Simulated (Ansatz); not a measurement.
Runs of Ansatz 0.2.0 on Pb. The structure is cubic, space group Fm-3m (No. 225). Conventional cell: a = 4.950 Å, b = 4.950 Å, c = 4.950 Å, α = 90.00°, β = 90.00°, γ = 90.00°. Pb (site symmetry m-3m) has 12 Pb at 3.50 Å as nearest neighbours. 

```tsv
task	level	cell	k mesh	cutoff (eV)	smearing	phonon path	basis error allowed	mesh quality	gap on the mesh (eV)	pressure (GPa)	relaxed volume (Å³/atom)
elastic constants	LDA	as given	7 × 7 × 7	167	fermi-dirac 0.05 eV	-	0.001 eV/atom	coarse	none	-1.5	-
band structure	LDA	as given	9 × 9 × 9	154	fermi-dirac 0.05 eV	-	0.001 eV/atom	not flagged	-	(a)	-
single point	PBE	as given	4 × 4 × 4	142	fermi-dirac 0.06 eV	-	0.002 eV/atom	coarse	none	1.9	-
single point	RPBE	as given	9 × 9 × 9	154	gaussian 0.02 eV	-	0.001 eV/atom	not flagged	none	3.9	-
single point	PBE	as given	9 × 9 × 9	154	gaussian 0.018 eV	-	0.001 eV/atom	not flagged	none	2.3	-
relaxation of cell and atoms	revPBE+D3(BJ)	relaxed	9 × 9 × 9	-	fermi-dirac 0.05 eV	-	0.001 eV/atom	not flagged	-	0.0	29.93
relaxation of cell and atoms	BLYP	relaxed	9 × 9 × 9	-	fermi-dirac 0.05 eV	-	0.001 eV/atom	not flagged	-	0.0	34.57
single point	PBE	as given	9 × 9 × 9	154	gaussian 0.025 eV	-	0.001 eV/atom	not flagged	none	2.3	-
relaxation of cell and atoms	RPBE+D4	relaxed	9 × 9 × 9	-	fermi-dirac 0.05 eV	-	0.001 eV/atom	not flagged	-	0.0	(b)
single point	PBE	as given	9 × 9 × 9	154	gaussian 0.028 eV	-	0.001 eV/atom	not flagged	none	2.3	-
relaxation of cell and atoms	BLYP+D3(BJ)	relaxed	9 × 9 × 9	-	fermi-dirac 0.05 eV	-	0.001 eV/atom	not flagged	-	0.0	30.72
```

Alike in all rows: potentials or basis all-electron LAPW, scalar-relativistic; no spin polarisation.

Problem. Fill in the values left out.

Solution. (a) -2.2; (b) 30.54.

Caveats: some runs use coarse meshes; the k mesh is thin for a metal, which can move the energy by tens of meV per atom (some runs); a metal's response needs a denser mesh (some runs); elastic constants of metals need much finer meshes, so these are rough (some runs); spin-orbit coupling is left out, which moves the levels of the heavy elements (some runs); the volume moved by +14 % from the deposited cell, more than functionals usually miss (some runs).

A k mesh can miss the band edges, and the runs leave out spin-orbit coupling on Pb.

A gap of «none» marks a metal or a gap under the smearing width.
